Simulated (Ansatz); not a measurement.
The system is TiO2.

```xyz
6
Lattice="2.7060 -2.7067 0.0000 2.7060 2.7067 0.0000 -2.6335 0.0000 4.7966" Properties=species:S:1:pos:R:3 pbc="T T T"
Ti    0.7309   -1.9807    3.5975
Ti    2.0477    1.9807    1.1992
O     0.6963    0.6563    0.8018
O     2.0823   -0.6563    3.9949
O     3.3990    0.6563    1.5966
O    -0.6205   -0.6563    3.2001
```

The cell is a database's computed one.

Base run:

| Item | Value |
| --- | --- |
| Program | Ansatz 0.2.0 |
| Functional | HSE06 |
| Potentials or basis | Ansatz PAW |
| Cutoff | 420 eV |
| Density cutoff | 1680 eV |
| k mesh | 6 × 6 × 4 |
| Occupations | fixed |
| Spin | no spin polarisation |

Its results: band gap on the k mesh 3.54 eV, indirect (least direct gap 3.89 eV); largest force 0.396 eV/Å.

The run is repeated on the same cell with these changes: functional from HSE06 to PBE0; level from hse06 to pbe0. What comes out?

Band gap on the k mesh 4.29 eV, indirect (least direct gap 4.63 eV); largest force 0.397 eV/Å.

Caveats: the PAW data sets come from PBE, with cores solved anew for the run's functional, which leaves a small shift of forces and pressure.

A k mesh can miss the band edges.

Not every run made on this cell is shown here.
